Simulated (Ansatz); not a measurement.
## HfC: band structure with PBEsol

The system is HfC.

```
CELL_PARAMETERS angstrom
3.34287 0.00000 0.00000
-1.67143 2.89501 0.00000
0.00000 0.00000 5.20271
ATOMIC_POSITIONS crystal
Hf 0.33333 0.66667 0.25000
Hf 0.66667 0.33333 0.75000
C 0.00000 0.00000 0.50000
C 0.00000 0.00000 0.00000
```

The cell comes from a database or a generator and needn't be the stable form of this composition.

* Program: Ansatz 0.2.0
* Task: band structure
* Functional: PBEsol
* Potentials or basis: Ansatz PAW
* Cutoff: 420 eV (not typed: the program's choice for these potentials)
* k mesh: 9 × 9 × 5
* Occupations: fermi-dirac, width 0.05 eV
* Spin: no spin polarisation
* Path: [["G", "M", "K", "G", "A", "L", "H", "A"], ["L", "M"], ["K", "H"]]
* Points for each segment of the path: 14

```yaml
Pressure: -7.4 GPa
Band_gap_on_the_k_mesh: none (metal or under the smearing width)
```

Stress tensor (GPa, compression positive):
```
-8.40  0.00  0.00
 0.00 -8.40  0.00
 0.00  0.00 -5.30
```

Levels at the corners of the path, in eV from the Fermi level:
| point | band 27 | band 28 | band 29 | band 30 | band 31 | band 32 | band 33 | band 34 |
| --- | --- | --- | --- | --- | --- | --- | --- | --- |
| Γ | -3.07 | -1.11 | -1.11 | 1.03 | 1.44 | 1.44 | 1.91 | 1.91 |
| M | -3.45 | -3.26 | -1.79 | -1.06 | 1.50 | 4.32 | 4.77 | 4.80 |
| K | -4.26 | -3.54 | -3.54 | 0.62 | 1.03 | 1.03 | 4.97 | 4.97 |
| Γ | -3.07 | -1.11 | -1.11 | 1.03 | 1.44 | 1.44 | 1.91 | 1.91 |
| A | -2.62 | -2.62 | -2.62 | -2.62 | 3.97 | 3.97 | 3.97 | 3.97 |
| L | -2.99 | -2.99 | -2.34 | -2.34 | 1.35 | 1.35 | 4.69 | 4.69 |
| H | -2.41 | -2.41 | -2.38 | -2.38 | 1.93 | 1.93 | 3.32 | 3.32 |
| A | -2.62 | -2.62 | -2.62 | -2.62 | 3.97 | 3.97 | 3.97 | 3.97 |
| L | -2.99 | -2.99 | -2.34 | -2.34 | 1.35 | 1.35 | 4.69 | 4.69 |
| M | -3.45 | -3.26 | -1.79 | -1.06 | 1.50 | 4.32 | 4.77 | 4.80 |
| K | -4.26 | -3.54 | -3.54 | 0.62 | 1.03 | 1.03 | 4.97 | 4.97 |
| H | -2.41 | -2.41 | -2.38 | -2.38 | 1.93 | 1.93 | 3.32 | 3.32 |

Run time: 24 s on 2 threads of Intel(R) Xeon(R) Processor @ 2.50GHz (Skylake/Cascade Lake) (shared host), peak memory 0.4 GiB.

Caveat: spin-orbit coupling is left out, which moves the levels of the heavy elements; the PAW data sets come from PBE, with cores solved anew for the run's functional, which leaves a small shift of forces and pressure.
